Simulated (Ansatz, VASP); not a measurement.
**Te in VASP and in Ansatz**

```
Te
1.0
     1.96457   -1.13425    4.13684
     0.00000    2.26849    4.13684
    -1.96457   -1.13425    4.13684
Te
2
Cartesian
  0.0000 0.0000 3.1026
  0.0000 0.0000 -3.1026
```

Alike in both runs: functional PBE; k mesh 11 × 11 × 11; occupations fermi-dirac, width 0.1 eV; no spin polarisation.

Ansatz relaxed the structure, and its values are those at the end. VASP's run is a single point on that final structure, the one shown.

|  | VASP | Ansatz |
| --- | --- | --- |
| version | VASP 6.6.1 | Ansatz 0.2.0 |
| potentials or method | VASP PAW PBE potentials, release 64 (Te), cutoff 520 eV | all-electron LAPW, scalar-relativistic |

```tsv
	VASP	Ansatz	Ansatz less VASP
pressure (GPa)	9.0	9.0	+0.04
```

Ansatz ran all-electron here, so the differences hold the error of VASP's frozen core and of both bases. Ansatz warned: «structure_snapped_to_symmetry».

Spin-orbit coupling is left out, which matters for the levels of Te.
